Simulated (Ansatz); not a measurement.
# AgBr₃: from a guess to a relaxed structure

Method: DFT PBE, scalar-relativistic, plane waves, PAW (Ansatz 0.2.0). Cutoff 420 eV, Gaussian smearing, Γ-centred meshes. Cell and atoms relax first on a coarse mesh and then on a finer one. In between, the cell is made exact in the group found at 0.06 Å. In metals the finer mesh still leaves noise of several meV/atom or more. The steps can't lower the symmetry of their start. No spin polarisation in the relaxation; trial moments died out in a coarse test.

A trial structure of AgBr₃ was built thus: random cell by space group and Wyckoff sites (R-3m, No. 166). The dimensions are guesses.

```yaml
crystal:
  lattice:
    - [2.92211, 1.68708, 4.51711]
    - [-2.92211, 1.68708, 4.51711]
    - [0.00000, -3.37416, 4.51711]
  atoms:
    - { symbol: Ag, position: [0.50000, 0.50000, 0.50000] }
    - { symbol: Br, position: [0.50000, 0.50000, 0.00000] }
    - { symbol: Br, position: [0.00000, 0.50000, 0.50000] }
    - { symbol: Br, position: [0.50000, 0.00000, 0.50000] }
```

Energies over the elements count from the elements' standard structures at the same level, with no fitted energy shifts. The references include crystalline Br.

Q: Where does the relaxation end?

A: The symmetry goes from R-3m (No. 166) to Pm-3m (No. 221). The end has the ReO3 type. The volume per atom grows by 11.1 %, from 33.4 to 37.1 Å³. The shortest distance goes from 2.82 Å (Ag–Br) to 2.65 Å (Ag–Br). The energy falls by about 0.17 eV/atom (the start's value is from the coarse mesh). The end is written in a standard setting, so origin, axes and order of atoms can differ from the start's. Conventional cell: a = 5.295 Å. Ag is surrounded by 6 Br at 2.65 Å; Br has 2 Ag at 2.65 Å.

```
Ag Br
1.0
     5.29535    0.00000    0.00000
     0.00000    5.29535    0.00000
     0.00000    0.00000    5.29535
Ag Br
1 3
Direct
  0.50000 0.50000 0.50000
  0.50000 0.00000 0.50000
  0.50000 0.50000 0.00000
  0.00000 0.50000 0.50000
```

Q: How does it come out in energy, and is it a metal?

A: The formation energy is +0.02 eV/atom and the gap on the 12×12×12 mesh of the 4-atom cell is 0 eV (a metal).

The formation energy is too near zero to say whether this cell lies below the elements.

The last run used Gaussian smearing of 0.10 eV. The end has R-3m (No. 166) at a tolerance of 0.01 Å; the cell shown is made exact in the group found at 0.05 Å. The k mesh leaves some 4 meV/atom of noise in the energy of each metallic cell. The reference form of Br is held partly by dispersion forces, which this level lacks. A structure relaxed within its symmetry needn't be a true minimum. In all, the 3 runs took 120 s on 1 thread of AMD EPYC 9R45 96-Core Processor (Zen 5), with other jobs on the host.
